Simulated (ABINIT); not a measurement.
InSe:

```
In Se
1.0
     2.00000    1.15470    8.44000
    -2.00000    1.15470    8.44000
     0.00000   -2.30940    8.44000
In Se
2 2
Direct
  0.88860 0.88860 0.88860
  0.00000 0.00000 0.00000
  0.17190 0.17190 0.17190
  0.38350 0.38350 0.38350
```

Program: ABINIT 10.8.3 (patched build). Alike in all runs: task single point; no spin polarisation; cell as given; k mesh 6 × 6 × 6; smearing fermi-dirac 0.05 eV.

Task: Order these runs on this cell by their pressure, lowest first.
A. level PBEsol; potentials or basis PseudoDojo NC SR PBEsol v0.4.1 standard; cutoff (eV) 1061
B. level LDA; potentials or basis PseudoDojo NC SR LDA v0.4.1 standard; cutoff (eV) 1061
C. level PBE; potentials or basis PseudoDojo NC SR PBE v0.4.1 standard; cutoff (eV) 1170

Result: B (-1.7 GPa), A (0.1 GPa), C (2.8 GPa).
